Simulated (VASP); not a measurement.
Input of a VASP 6.6.1 run:

The input INCAR:

```
SYSTEM = W
PREC = Accurate ; ENCUT = 520
EDIFF = 1E-7 ; ISMEAR = 0
SIGMA = 0.05 ; LREAL = .False.
LASPH = .True. ; NELM = 80
ALGO = Normal ; ISIF = 2
LWAVE = .False. ; LCHARG = .False.
GGA = PE ; NBANDS = 13
```

The input KPOINTS:

```
regular mesh
0
Gamma
  18 18 18
  0 0 0
```

Contents of POSCAR:

```
W
1.0
    0.0000000000      2.0185702277      2.0185702277
    2.0185702277      0.0000000000      2.0185702277
    2.0185702277      2.0185702277      0.0000000000
W
1
Direct
    0.0000000000      0.0000000000      0.0000000000
```

Potentials or basis: VASP PAW PBE potentials, release 64 (W_sv).

Command:

```bash
$ cat potpaw_PBE.64/W_sv/POTCAR > POTCAR
$ mpirun -np 1 vasp_std > vasp.out
```

(1) Estimate the pressure.

(2) Estimate the band gap on the k mesh.

Answers

(1) 0.5 GPa.

(2) none (metal or under the smearing width).
